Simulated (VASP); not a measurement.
# GaN (P6_3mc) in VASP: settings compared

Aim: see how the results for GaN move with the level of theory and the settings. Levels: PBEsol, r2SCAN. Tasks: band structure.

Everything below comes from runs of VASP 6.6.1. Logs are shortened: lines on timing, memory, paths and dates and some standing lists are left out, and cuts for length are marked.

**The experiment to reproduce.**

From “Studying electronic properties in GaN without electrical contacts using γ-γ vs e−-γ Perturbed Angular Correlations”, 2019, pmc:6823545, for a bulk crystal of GaN: band gap 3.503 ± 0.005 eV (direct).

The results are compared with them further down.

### Step 1. The crystal as given

It takes space group P6_3mc (No. 186, hexagonal). Conventional cell: a = 3.188 Å, b = 3.188 Å, c = 5.156 Å, α = 90.00°, β = 90.00°, γ = 120.00°. Ga (site symmetry 3m) is surrounded by 4 N at 1.95 Å. Around N (site symmetry 3m) lie 4 Ga at 1.95 Å.

The cell is a database's computed one.

### Step 2. Band structure, PBEsol

File INCAR:

```
SYSTEM = GaN
ALGO = Normal
EDIFF = 1E-6
ENCUT = 520
GGA = PS
ISIF = 2
ISMEAR = 0
LASPH = .True.
LCHARG = .False.
LREAL = .False.
LWAVE = .False.
NBANDS = 26
NELM = 60
PREC = Accurate
SIGMA = 0.02
```

File KPOINTS:

```
k-points
0
Gamma
  3 3 2
  0 0 0
```

File POSCAR:

```
GaN                                     
1.0
    3.1883911079      0.0000000000     -0.0000000000
   -1.5941955589      2.7612276872      0.0000000000
   -0.0000000000      0.0000000000      5.1561618977
  Ga              N             
     2     2
Direct
     0.6666666699999979    0.3333333300000021    0.5011721075003238
     0.3333333300000021    0.6666666699999979    0.0011721075003238
     0.6666666699999979    0.3333333300000021    0.8788278924996787
     0.3333333300000021    0.6666666699999979    0.3788278924996787
```

File KPOINTS_OPT:

```
path GMKGALHA,LM,KH
15
line-mode
reciprocal
 0.0000000000  0.0000000000  0.0000000000  G
 0.5000000000  0.0000000000  0.0000000000  M

 0.5000000000  0.0000000000  0.0000000000  M
 0.3333333333  0.3333333333  0.0000000000  K

 0.3333333333  0.3333333333  0.0000000000  K
 0.0000000000  0.0000000000  0.0000000000  G

 0.0000000000  0.0000000000  0.0000000000  G
 0.0000000000  0.0000000000  0.5000000000  A

 0.0000000000  0.0000000000  0.5000000000  A
 0.5000000000  0.0000000000  0.5000000000  L

 0.5000000000  0.0000000000  0.5000000000  L
 0.3333333333  0.3333333333  0.5000000000  H

 0.3333333333  0.3333333333  0.5000000000  H
 0.0000000000  0.0000000000  0.5000000000  A

 0.5000000000  0.0000000000  0.5000000000  L
 0.5000000000  0.0000000000  0.0000000000  M

 0.3333333333  0.3333333333  0.0000000000  K
 0.3333333333  0.3333333333  0.5000000000  H
```

Potentials or basis: VASP PAW PBE potentials, release 64 (Ga_d, N).

Command:

```sh
$ cat potpaw_PBE.64/Ga_d/POTCAR potpaw_PBE.64/N/POTCAR > POTCAR
$ mpirun -np 1 vasp_std > vasp.out
```

OUTCAR:

```text
SYSTEM = GaN
   EDIFF = 1E-6
   ENCUT = 520
   GGA = PS
   ISIF = 2
   ISMEAR = 0
   LASPH = .True.
   LREAL = .False.
   NELM = 60
   PREC = Accurate

 ion  position               nearest neighbor table
   1  0.667  0.333  0.501-   4 1.95   4 1.95   4 1.95   3 1.95
   2  0.333  0.667  0.001-   3 1.95   3 1.95   3 1.95   4 1.95
   3  0.667  0.333  0.879-   2 1.95   2 1.95   2 1.95   1 1.95
   4  0.333  0.667  0.379-   1 1.95   1 1.95   1 1.95   2 1.95

  LATTYP: Found a hexagonal cell.
 ALAT       =     3.1883911079
 C/A-ratio  =     1.6171673183

  Lattice vectors:

 A1 = (   3.1883911079,   0.0000000000,   0.0000000000)
 A2 = (  -1.5941955589,   2.7612276872,   0.0000000000)
 A3 = (   0.0000000000,   0.0000000000,   5.1561618977)

Analysis of symmetry for initial positions (statically):
=====================================================================
 Subroutine PRICEL returns:
 Original cell was already a primitive cell.

 Routine SETGRP: Setting up the symmetry group for a
 hexagonal supercell.

 Subroutine GETGRP returns: Found 12 space group operations
 (whereof  6 operations were pure point group operations)
 out of a pool of 24 trial point group operations.

The static configuration has the point symmetry C_3v.
 The point group associated with its full space group is C_6v.

Analysis of symmetry for dynamics (positions and initial velocities):
=====================================================================
 Subroutine PRICEL returns:
 Original cell was already a primitive cell.

 Routine SETGRP: Setting up the symmetry group for a
 hexagonal supercell.

 Subroutine GETGRP returns: Found 12 space group operations
 (whereof  6 operations were pure point group operations)
 out of a pool of 24 trial point group operations.

The dynamic configuration has the point symmetry C_3v.
 The point group associated with its full space group is C_6v.

 Subroutine INISYM returns: Found 12 space group operations
 (whereof  6 operations are pure point group operations),
 and found     1 'primitive' translations

----------------------------------------------------------------------------------------

                                     Primitive cell

  volume of cell :      45.3942

  direct lattice vectors                    reciprocal lattice vectors
     3.188391108  0.000000000  0.000000000     0.313637809  0.181078874  0.000000000
    -1.594195559  2.761227687  0.000000000     0.000000000  0.362157748  0.000000000
     0.000000000  0.000000000  5.156161898     0.000000000  0.000000000  0.193942708

  length of vectors
     3.188391108  3.188391102  5.156161898     0.362157747  0.362157748  0.193942708

  position of ions in fractional coordinates (direct lattice)
     0.666666670  0.333333330  0.501172108
     0.333333330  0.666666670  0.001172108
     0.666666670  0.333333330  0.878827892
     0.333333330  0.666666670  0.378827892

  ion indices of the primitive-cell ions
   primitive index   ion index
                 1           1
                 2           2
                 3           3
                 4           4

----------------------------------------------------------------------------------------

 KPOINTS: k-points

Automatic generation of k-mesh.
 Grid dimensions read from file:
 generate k-points for:    3    3    2

 Generating k-lattice:

  Cartesian coordinates                     Fractional coordinates (reciprocal lattice)
     0.104545936  0.060359625  0.000000000     0.333333333 -0.000000000  0.000000000
     0.000000000  0.120719249  0.000000000     0.000000000  0.333333333  0.000000000
     0.000000000  0.000000000  0.096971354     0.000000000  0.000000000  0.500000000

  Length of vectors
     0.120719249  0.120719249  0.096971354

  Shift w.r.t. Gamma in fractional coordinates (k-lattice)
     0.000000000  0.000000000  0.000000000

 Subroutine IBZKPT returns following result:
 ===========================================

 Found      6 irreducible k-points:

 Following reciprocal coordinates:
            Coordinates               Weight
  0.000000  0.000000  0.000000      1.000000
  0.333333  0.000000  0.000000      6.000000
  0.333333  0.333333  0.000000      2.000000
  0.000000  0.000000  0.500000      1.000000
  0.333333  0.000000  0.500000      6.000000
  0.333333  0.333333  0.500000      2.000000
   k-points           NKPTS =      6   k-points in BZ     NKDIM =      6   number of bands    NBANDS=     26
   number of dos      NEDOS =    301   number of ions     NIONS =      4
   total plane-waves  NPLWV =  23040
   dimension x,y,z NGX =    24 NGY =   24 NGZ =   40
   dimension x,y,z NGXF=    48 NGYF=   48 NGZF=   80
   ions per type =               2   2
   NGX,Y,Z   is equivalent  to a cutoff of  12.51, 12.51, 12.90 a.u.
   NGXF,Y,Z  is equivalent  to a cutoff of  25.03, 25.03, 25.79 a.u.
 SYSTEM =  GaN
   PREC   = accura    normal or accurate (medium, high low for compatibility)
   ISTART =      0    job   : 0-new  1-cont  2-samecut
   ICHARG =      2    charge: 1-file 2-atom 10-const
   ISPIN  =      1    spin polarized calculation?
   LNONCOLLINEAR =      F non collinear calculations
   LSORBIT =      F    spin-orbit coupling
   LASPH  =      T    aspherical Exc in radial PAW
   ENCUT  =  520.0 eV  38.22 Ry    6.18 a.u.   5.93  5.93  9.59*2*pi/ulx,y,z
   NELM   =     60;   NELMIN=  2; NELMDL= -5     # of ELM steps
   EDIFF  = 0.1E-05   stopping-criterion for ELM
   LREAL  =      F    real-space projection
[... 7 lines left out ...]
   TEBEG  =    0.0;   TEEND  =   0.0 temperature during run
   PSTRESS=    0.0 pullay stress
   NELECT =      36.0000    total number of electrons
   NUPDOWN=      -1.0000    fix difference up-down
   EMIN   =  10.00;   EMAX   =-10.00  energy-range for DOS
   EFERMI =   0.00;   METHOD = LEGACY
   ISMEAR =     0;   SIGMA  =   0.02  broadening in eV -4-tet -1-fermi 0-gaus
   EFERMI_NEDOS =   21; number of points for ismear=-14 and -15
   IALGO  =     38    algorithm
   IMIX   =      4    mixing-type and parameters
     AMIX     =   0.40;   BMIX     =  1.00
     AMIX_MAG =   1.60;   BMIX_MAG =  1.00
  volume/ion in A,a.u.               =      11.35        76.58
  Fermi-wavevector in a.u.,A,eV,Ry     =   1.515336  2.863569 31.242277  2.296243
  Thomas-Fermi vector in A             =   2.624873
   LORBIT       =      0    0 simple, 1 ext, 2 COOP (PROOUT), +10 PAW based schemes
   GGA     = PS    functional components
   LHFCALC =     F    Hartree Fock is set to
   AEXX    =    0.0000 exact exchange contribution
   IVDW    =     0    specifies the selected vdW correction
   LEPSILON=     F    determine dielectric tensor
   LRPA    =     F    only Hartree local field effects (RPA)
 non-spin polarized calculation
 Gauss-broadening in eV      SIGMA  =   0.02
  energy-cutoff  :      520.00
  volume of cell :       45.39
 maximum number of plane-waves:      1237
 NGX is ok and might be reduce to    24
   NGX = 11   NGY = 11   NGZ = 19

 number of electron      35.9999997 magnetization

 Free energy of the ion-electron system (eV)
  ---------------------------------------------------
  ext. energy  EPLUGINS =         0.00000000
  ---------------------------------------------------
  free energy    TOTEN  =       -25.95916154 eV

  energy without entropy =      -25.95916154  energy(sigma->0) =      -25.95916154

 E-fermi :   5.4590     XC(G=0): -11.9213

 val. band max:        5.3335193829   @ k =   0.0000   0.0000   0.0000
 cond. band min:       7.2260895420   @ k =   0.0000   0.0000   0.0000
 fundamental gap:      1.8925701591
 Fermi energy:         5.4590458311

 k-point     1 :       0.0000    0.0000    0.0000
  band No.  band energies     occupation
      1     -10.7164      2.00000
      2      -9.7514      2.00000
      3      -8.1485      2.00000
      4      -8.1297      2.00000
      5      -8.1297      2.00000
      6      -8.0657      2.00000
[... 18 lines left out ...]
     25      16.8992      0.00000
     26      16.8992      0.00000

 k-point     2 :       0.3333    0.0000    0.0000
  band No.  band energies     occupation
      1      -9.9603      2.00000
      2      -9.6032      2.00000
      3      -8.0793      2.00000
      4      -8.0597      2.00000
      5      -7.9785      2.00000
      6      -7.9135      2.00000
[... 18 lines left out ...]
     25      16.7557      0.00000
     26      18.5222      0.00000

 k-point     3 :       0.3333    0.3333    0.0000
  band No.  band energies     occupation
      1      -9.6233      2.00000
      2      -9.6233      2.00000
      3      -8.1370      2.00000
      4      -7.9214      2.00000
      5      -7.9214      2.00000
      6      -7.9019      2.00000
[... 18 lines left out ...]
     25      17.8131      0.00000
     26      17.8931      0.00000

 k-point     4 :       0.0000    0.0000    0.5000
  band No.  band energies     occupation
      1     -10.1217      2.00000
      2     -10.1217      2.00000
      3      -8.1088      2.00000
      4      -8.1088      2.00000
      5      -8.1088      2.00000
      6      -8.1088      2.00000
[... 18 lines left out ...]
     25      15.5519      0.00000
     26      15.5519      0.00000

 k-point     5 :       0.3333    0.0000    0.5000
  band No.  band energies     occupation
      1      -9.7015      2.00000
      2      -9.7015      2.00000
      3      -8.0724      2.00000
      4      -8.0724      2.00000
      5      -7.9823      2.00000
      6      -7.9823      2.00000
[... 18 lines left out ...]
     25      17.2191      0.00000
     26      17.2191      0.00000

 k-point     6 :       0.3333    0.3333    0.5000
  band No.  band energies     occupation
      1      -9.5726      2.00000
      2      -9.5726      2.00000
      3      -8.0142      2.00000
      4      -8.0142      2.00000
      5      -7.9926      2.00000
      6      -7.9926      2.00000
[... 18 lines left out ...]
     25      19.1689      0.00000
     26      19.1690      0.00000

------------------------ aborting loop because EDIFF is reached ----------------------------------------

  FORCE on cell =-STRESS in cart. coord.  units (eV):
  Direction    XX          YY          ZZ          XY          YZ          ZX
  --------------------------------------------------------------------------------------
  -------------------------------------------------------------------------------------
  Total        0.0759599      0.0759599      0.1243550     -0.0000000      0.0000000      0.0000000
  in kB        2.6809848      2.6809848      4.3890786     -0.0000000      0.0000000      0.0000000
  external PRESSURE =       3.2503494 kB  Pullay stress =       0.0000000 kB

 VOLUME and BASIS-vectors are now :
 -----------------------------------------------------------------------------
  energy-cutoff  :      520.00
  volume of cell :       45.39
      direct lattice vectors                 reciprocal lattice vectors
     3.188391108  0.000000000  0.000000000     0.313637809  0.181078874  0.000000000
    -1.594195559  2.761227687  0.000000000     0.000000000  0.362157748  0.000000000
     0.000000000  0.000000000  5.156161898     0.000000000  0.000000000  0.193942708

 POSITION                                       TOTAL-FORCE (eV/Angst)
 -----------------------------------------------------------------------------------
      1.59420      0.92041      2.58412         0.000000      0.000000      0.000605
     -0.00000      1.84082      0.00604        -0.000000      0.000000      0.000605
      1.59420      0.92041      4.53138         0.000000      0.000000     -0.000605
     -0.00000      1.84082      1.95330         0.000000     -0.000000     -0.000605
 -----------------------------------------------------------------------------------
    total drift:                               -0.000011      0.000005      0.000580

  FREE ENERGIE OF THE ION-ELECTRON SYSTEM (eV)
  ---------------------------------------------------
  free  energy   TOTEN  =       -25.9591615411 eV

  energy  without entropy=      -25.9591615411  energy(sigma->0) =      -25.95916154
```

Wall time 67 s (1 thread of AMD EPYC 7R13 (Zen 3), shared host); peak memory 0.13 GiB.

What came out:

```
Free energy             : -25.9592 eV
Pressure                : 0.3 GPa
Band gap on the k mesh  : 1.89 eV, direct
Band gap along the path : 1.89 eV, direct
```

Stress tensor (GPa, compression positive):
```
0.27 0.00 0.00
0.00 0.27 0.00
0.00 0.00 0.44
```

Levels at the corners of the path, in eV from the valence-band top:
```
point  band 14  band 15  band 16  band 17  band 18  band 19  band 20  band 21  band 22  band 23
    Γ    -1.08    -1.08    -0.01     0.00     0.00     1.89     4.09     9.17     9.70     9.70
    M    -5.37    -4.30    -2.84    -2.27    -1.02     4.83     5.49     5.97     8.61    10.28
    M    -5.37    -4.30    -2.84    -2.27    -1.02     4.83     5.49     5.97     8.61    10.28
    K    -5.43    -5.43    -3.06    -3.06    -2.78     4.99     7.79     7.79     8.30     9.79
    K    -5.43    -5.43    -3.06    -3.06    -2.78     4.99     7.79     7.79     8.30     9.79
    Γ    -1.08    -1.08    -0.01     0.00     0.00     1.89     4.09     9.17     9.70     9.70
    Γ    -1.08    -1.08    -0.01     0.00     0.00     1.89     4.09     9.17     9.70     9.70
    A    -3.86    -0.56    -0.56    -0.56    -0.56     4.17     4.17     8.38     8.38    10.22
    A    -3.86    -0.56    -0.56    -0.56    -0.56     4.17     4.17     8.38     8.38    10.22
    L    -6.74    -2.00    -2.00    -1.90    -1.90     4.28     4.28     7.67     7.67     9.88
    L    -6.74    -2.00    -2.00    -1.90    -1.90     4.28     4.28     7.67     7.67     9.88
    H    -6.30    -4.31    -4.31    -1.47    -1.47     6.36     6.36     7.22     7.22     8.97
    H    -6.30    -4.31    -4.31    -1.47    -1.47     6.36     6.36     7.22     7.22     8.97
    A    -3.86    -0.56    -0.56    -0.56    -0.56     4.17     4.17     8.38     8.38    10.22
    L    -6.74    -2.00    -2.00    -1.90    -1.90     4.28     4.28     7.67     7.67     9.88
    M    -5.37    -4.30    -2.84    -2.27    -1.02     4.83     5.49     5.97     8.61    10.28
    K    -5.43    -5.43    -3.06    -3.06    -2.78     4.99     7.79     7.79     8.30     9.79
    H    -6.30    -4.31    -4.31    -1.47    -1.47     6.36     6.36     7.22     7.22     8.97
```

Caveat: the k mesh is coarse (spacing up to 0.76 Å⁻¹), so the values aren't converged; the PAW data sets were made with another functional, which shifts forces and pressure a little. A hybrid or GW would open this gap; PBEsol tends to underestimate it.

### Step 3. Band structure, PBEsol

File INCAR:

```
PREC     = Accurate       # precision mode
ENCUT    = 520            # plane-wave cutoff, eV
EDIFF    = 1E-7           # SCF threshold, eV
ISMEAR   = 0              # smearing method
SIGMA    = 0.02           # smearing width, eV
LREAL    = False          # projectors in reciprocal space
LASPH    = True           # aspherical terms in the spheres
NELM     = 60             # most SCF steps
ALGO     = Fast           # electronic algorithm
ISIF     = 2              # what is computed and relaxed
LWAVE    = False          # write WAVECAR
LCHARG   = False          # write CHGCAR
GGA      = PS             # functional
NBANDS   = 26             # bands
```

File KPOINTS:

```
regular mesh
0
Gamma
  3 3 2
```

File POSCAR:

```
GaN                                     
1.0
    3.1886058654      0.0000000000      0.0000000000
   -1.5943029376      2.7614136726     -0.0000000000
    0.0000000000      0.0000000000      5.1590822521
  Ga              N             
     2     2
Direct
     0.6666666699999979    0.3333333300000021    0.5012509846781812
     0.3333333300000021    0.6666666699999979    0.0012509846781811
     0.6666666699999979    0.3333333300000021    0.8787490153218214
     0.3333333300000021    0.6666666699999979    0.3787490153218214
```

Changes to KPOINTS_OPT since step 2:

```diff
@@ -1,3 +1,3 @@
 path GMKGALHA,LM,KH
-15
+10
 line-mode
```

Potentials or basis: VASP PAW PBE potentials, release 64 (Ga_d, N).

Command:

```sh
$ cat potpaw_PBE.64/Ga_d/POTCAR potpaw_PBE.64/N/POTCAR > POTCAR
$ mpirun -np 1 vasp_std > vasp.out
```

Wall time 22 s (1 thread of Intel Xeon 6975P-C (Granite Rapids), shared host); peak memory 0.16 GiB.

It converged, with:

```yaml
Free_energy: -25.9593 eV
Pressure: 0.2 GPa
Largest_force: 0.004 eV/Å
Band_gap_on_the_k_mesh: 1.89 eV, direct
Band_gap_along_the_path: 1.89 eV, direct
```

Forces on the atoms (eV/Å):
```
Ga   0.000  0.000 -0.004
Ga   0.000  0.000 -0.004
N    0.000  0.000  0.004
N    0.000  0.000  0.004
```

Levels at the corners of the path, in eV from the valence-band top:
```tsv
point	band 15	band 16	band 17	band 18	band 19	band 20	band 21	band 22
Γ	-1.08	-0.02	0.00	0.00	1.89	4.09	9.16	9.69
M	-4.30	-2.83	-2.27	-1.02	4.83	5.49	5.97	8.60
M	-4.30	-2.83	-2.27	-1.02	4.83	5.49	5.97	8.60
K	-5.43	-3.06	-3.06	-2.77	4.99	7.79	7.79	8.30
K	-5.43	-3.06	-3.06	-2.77	4.99	7.79	7.79	8.30
Γ	-1.08	-0.02	0.00	0.00	1.89	4.09	9.16	9.69
Γ	-1.08	-0.02	0.00	0.00	1.89	4.09	9.16	9.69
A	-0.55	-0.55	-0.55	-0.55	4.17	4.17	8.37	8.37
A	-0.55	-0.55	-0.55	-0.55	4.17	4.17	8.37	8.37
L	-2.00	-2.00	-1.91	-1.91	4.27	4.27	7.67	7.67
L	-2.00	-2.00	-1.91	-1.91	4.27	4.27	7.67	7.67
H	-4.31	-4.31	-1.48	-1.48	6.35	6.35	7.21	7.21
H	-4.31	-4.31	-1.48	-1.48	6.35	6.35	7.21	7.21
A	-0.55	-0.55	-0.55	-0.55	4.17	4.17	8.37	8.37
L	-2.00	-2.00	-1.91	-1.91	4.27	4.27	7.67	7.67
M	-4.30	-2.83	-2.27	-1.02	4.83	5.49	5.97	8.60
K	-5.43	-3.06	-3.06	-2.77	4.99	7.79	7.79	8.30
H	-4.31	-4.31	-1.48	-1.48	6.35	6.35	7.21	7.21
```

Caveat: the k mesh is coarse (spacing up to 0.76 Å⁻¹), so the values aren't converged; the PAW data sets were made with another functional, which shifts forces and pressure a little.

(Part 1 of 2 ends here.)
